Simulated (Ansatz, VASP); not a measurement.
# GaAs in VASP and in Ansatz

```
Ga As
1.0
     0.00000    2.82685    2.82685
     2.82685    0.00000    2.82685
     2.82685    2.82685    0.00000
Ga As
1 1
Cartesian
  0.0000 0.0000 0.0000
  1.4134 1.4134 1.4134
```

Alike in both runs: task single point; functional PBE; k mesh 6 × 6 × 6; occupations gaussian, width 0.1 eV; no spin polarisation.

|  | VASP | Ansatz |
| --- | --- | --- |
| version | VASP 6.6.1 | Ansatz 0.2.0 |
| potentials or method | VASP PAW PBE potentials, release 64 (Ga_d, As) | scalar-relativistic, plane waves, PAW |
| plane-wave cutoff (eV) | 520 | 420 |
| valence electrons in the cell | 18 | 28 |

```tsv
	VASP	Ansatz	Ansatz less VASP
gap on the k mesh at the Fermi level (eV)	0.52	0.51	-0.004
least direct gap on the mesh (eV)	0.52	0.51	-0.004
pressure (GPa)	3.5	3.3	-0.19
```

The two sets of potentials don't hold the same shells in valence.

A k mesh can miss the band edges. PBE gaps usually lie below the measured ones, often by a third to a half.
